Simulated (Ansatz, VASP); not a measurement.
Two plane-wave programs on SnO

```
CELL_PARAMETERS angstrom
2.50000 -2.86000 0.00000
2.50000 2.86000 0.00000
0.00000 0.00000 11.12000
ATOMIC_POSITIONS crystal
Sn 0.00034 0.99966 0.98580
Sn 0.99966 0.00034 0.48580
Sn 0.49939 0.50061 0.27119
Sn 0.50061 0.49939 0.77119
O 0.99954 0.50024 0.37851
O 0.00046 0.49976 0.87851
O 0.49976 0.00046 0.37851
O 0.50024 0.99954 0.87851
```

Alike in both runs: functional PBE; k mesh 5 × 5 × 2; occupations fermi-dirac, width 0.02 eV; no spin polarisation.

Ansatz relaxed the structure, and its values are those at the end. VASP's run is a single point on that final structure, the one shown.

```csv
,VASP,Ansatz
version,VASP 6.6.1,Ansatz 0.2.0
potentials or method,"VASP PAW PBE potentials, release 64 (Sn_d, O)","plane-wave PAW, scalar-relativistic"
plane-wave cutoff (eV),520,420
valence electrons in the cell,80,80
```

```tsv
	VASP	Ansatz	Ansatz less VASP
gap on the k mesh at the Fermi level (eV)	1.10	1.10	-0.002
pressure (GPa)	2.3	2.1	-0.20
rms of the force components (eV/Å)	0.038	0.005	-0.0325
```

The functional is the same, so the differences come from potentials, cutoffs and numerics. Ansatz warned: «gradients_without_spin_orbit».

Caveats: spin-orbit coupling is left out, which moves the levels of the heavy elements; an odd mesh through Γ misses points on the zone boundary, where band edges often lie. As with any semilocal functional, this PBE gap is likely too small.
